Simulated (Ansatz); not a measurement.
The cell is COD entry 1010995, as deposited and not checked against the literature; nothing was relaxed. It is an old determination, and later ones may differ.

SiC: DFT, LDA, PAW with Ansatz's default frozen-core files, scalar-relativistic (Ansatz 0.2.0). What sets it apart from a plain run of this crystal: functional lda.

Command: `ansatz run input.yaml --threads 1 --pin off --max-ram 2048MiB --backend cpu --events-out ev --progress --plain --runs-dir out` The run took 5.7 s on 1 thread of Arm Neoverse V1, on a shared host, peak memory 0.33 GiB.

```yaml
crystal:
  lattice:
    - [0.0, 2.174, 2.174]
    - [2.174, 0.0, 2.174]
    - [2.174, 2.174, 0.0]
  atoms:
    - { symbol: Si, position: [0.0, 0.0, 0.0] }
    - { symbol: C, position: [0.75, 0.75, 0.75] }
kpoints:
  mp_grid: { grid: [16, 16, 16] }
  band_path:
    path:
      - [0.0, 0.0, 0.0]
      - [-0.5, -0.5, 0.0]
      - [-0.375, -0.375, 0.25]
      - [-0.375, 0.0, 0.375]
      - [0.0, 0.0, 0.0]
      - [0.0, 0.0, 0.5]
      - [-0.5, -0.25, 0.25]
      - [-0.5, -0.5, 0.0]
    npoints: 5
scf:
  occupations: { method: fermi_dirac, width: 0.05 }
hamiltonian:
  xc: lda
  pseudopotentials: { kind: paw }
output:
  forces: true
  stress: true
  eigenvalues: true
  efg: { contact_densities: true }
```

Output (standing set-up lines are left out):

```
Functional definition: SPW92
  exchange = slater_x
  correlation = pw_c
Basis set: ecut = 420 eV, 411 PW (Γ)
PAW frozen core: Si, regenerated for the run's functional, and the local potential with it (the file was generated under x = pbe(κ = 0.804, μ = 0.2195149727645171), c = pbe(β = 0.06672455060314922))
PAW frozen core: C, regenerated for the run's functional, and the local potential with it (the file was generated under x = pbe(κ = 0.804, μ = 0.2195149727645171), c = pbe(β = 0.06672455060314922))
Functional: x = slater, c = lda
SCF iter   1: F=—  HF=-852.201962 eV  |F-HF|=—  |Δ(HF+E_count)|=         —  Δρ=7.62e-3  dr2=1.23e-2  ethr=1.77e-3  ⟨swp⟩=5.6  Hψ=9573  notcnv=0
preconditioner: auto → none  [insulator: Δε(μ)=1.238 eV  Ē_g=13.947 eV  σ=0.050 eV  W_gap=1.00  n_scr=0 (ndim 8)  ℏωp=23.2 eV  f_vac=0.000  D(μ)=0.00/eV (n_scr^D=0)  ε∞_Penn≈3.8]
SCF iter   2: F=—  HF=-852.198619 eV  |F-HF|=—  |Δ(HF+E_count)|=   3.34e-3  Δρ=3.52e-3  dr2=1.24e-3  ethr=1.54e-4  ⟨swp⟩=2.3  Hψ=2984  notcnv=0
SCF iter   3: F=—  HF=-852.198285 eV  |F-HF|=—  |Δ(HF+E_count)|=   3.33e-4  Δρ=1.47e-3  dr2=1.75e-4  ethr=1.55e-5  ⟨swp⟩=2.5  Hψ=1674  notcnv=0
SCF iter   4: F=—  HF=-852.198243 eV  |F-HF|=—  |Δ(HF+E_count)|=   4.21e-5  Δρ=2.61e-4  dr2=5.94e-6  ethr=2.19e-6  ⟨swp⟩=1.0  Hψ=1160  notcnv=0
SCF iter   5: F=—  HF=-852.198242 eV  |F-HF|=—  |Δ(HF+E_count)|=   1.03e-6  Δρ=1.50e-5  dr2=2.01e-8  ethr=7.42e-8  ⟨swp⟩=1.6  Hψ=1452  notcnv=0
SCF iter   6: F=-852.198242 eV  HF=-852.198242 eV  |F-HF|=4.06e-11  |Δ(HF+E_count)|=   6.28e-9  Δρ=1.54e-6  dr2=1.78e-10  ethr=2.51e-10  ⟨swp⟩=2.0  Hψ=3857  notcnv=0
SCF 1 converged in 6 iterations: F = -852.198242 eV  dr2 = 1.78e-10
  greatest PAW one-centre occupation: 0.638 electrons in one spin orbital (limit 2), on the C atom at site 1 (counted from 0), in its partial waves of l = 0
NSCF: frozen V_eff on 36 k-points
SCF converged after 6 iterations
Free energy (F): -852.198242 eV
Harris-Foulkes:  -852.198242 eV  (|F-HF|=4.06e-11)
Internal energy: -852.198242 eV  (E = F + TS)
E sigma→0 (E₀):  -852.198242 eV
Entropy (-TS):   -0.000000 eV (-0.000 meV/atom)
Fermi energy:    10.032316 eV
--- Per-component energies (eV) ---
  E_band       = 27.593135
  E_kinetic    = 136.073409
  E_local      = -105.842350  (includes V_loc(G=0)·N_el)
  E_nonlocal   = 54.002747
  E_hartree    = 31.703313
  E_xc         = -104.829747
  E_vxc        = -109.525271  (∫ρ·V_xc dr)
  E_paw        = -578.014036  (= ΣΔE_a)
  E_vpaw       = -10.521982  (= ΣTr[D̂ρ^β])
  E_aug_tail   = 0.000015  (compensation charges beyond the density's cutoff)
  E_ewald      = -285.438757
  E_core_change = 0.147163  (= ΣΔE_core)
  E_smearing   = -0.000000  (= −TS)
  E_closure    = 0.000000  (closes the sum)
  Σ components = -852.198242   (vs F -852.198242, Δ=0.00e0)
--- Forces (eV/Å), atoms counted from 1 ---
  atom   1  Si    -0.00000000     0.00000000     0.00000000
  atom   2  C      0.00000000     0.00000000    -0.00000000
  max |Σ_I F_I| component: 2.22e-16 eV/Å
--- Stress (GPa, compression-positive) ---
       -2.943506      -0.000000      -0.000000
        0.000000      -2.943506       0.000000
       -0.000000       0.000000      -2.943506
  P = ⅓ Tr σ = -2.9435 GPa (-29.435 kbar)
--- PAW observables at the nuclei: V_zz in 10²¹ V/m², potentials from the cell's mean, atoms counted from 1 ---
  atom   1  Si V_zz =    -0.000000   η = 0.0000   by run symmetry: forbidden
            electrostatic potential = -1362.558181 V   contact ρ = 12687.928481 e/Å³
  atom   2  C  V_zz =    -0.000000   η = 0.0000   by run symmetry: forbidden
            electrostatic potential = -418.766601 V   contact ρ = 850.392734 e/Å³
--- Band table (eV; the first three rows and the last of 145) ---
  k-point 0: bands = ["-6.0422", "9.3304", "9.3304", "9.3304", "15.6786", "16.5771", "16.5771", "16.5771"]
  k-point 1: bands = ["-5.9650", "8.9097", "9.2755", "9.2755", "15.8347", "16.6439", "16.6798", "16.6798"]
  k-point 2: bands = ["-5.7348", "7.8586", "9.1285", "9.1285", "15.8402", "16.9281", "16.9281", "17.1434"]
  k-point 144: bands = ["-0.6607", "2.2859", "4.2820", "4.5960", "14.4792", "18.7347", "18.7503", "18.9828"]
```
